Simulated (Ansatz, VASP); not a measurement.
**Ag: VASP beside Ansatz**

```
CELL_PARAMETERS angstrom
-1.77983 1.77983 1.65565
1.77983 -1.77983 1.65565
1.77983 1.77983 -1.65565
ATOMIC_POSITIONS crystal
Ag 0.00000 0.00000 0.00000
```

Change from the starting cell: strain +0.0750 x Voigt [1, 1, 0, 0, 0, 0], atoms carried along.

Alike in both runs: task single point; functional PBEsol; k mesh 20 × 20 × 20; occupations gaussian, width 0.15 eV; no spin polarisation.

```csv
,VASP,Ansatz
version,VASP 6.6.1,Ansatz 0.2.0
potentials or method,"VASP PAW PBE potentials, release 64 (Ag)","scalar-relativistic, plane waves, PAW"
plane-wave cutoff (eV),520,420
valence electrons in the cell,11,19
```

|  | VASP | Ansatz | Ansatz less VASP |
| --- | --- | --- | --- |
| gap on the k mesh at the Fermi level (eV) | none | none | - |
| pressure (GPa) | -13.6 | -13.6 | +0.03 |
| largest component of the traceless stress (GPa) | 0.27 | 0.27 | +0.004 |

A gap of «none» marks a metal or a gap that the smearing closes. With one functional, cell and mesh, what is left measures potentials, basis and numerics. The two sets of potentials don't hold the same shells in valence.

Caveats: the PAW data sets were made with another functional, which shifts forces and pressure a little (VASP).
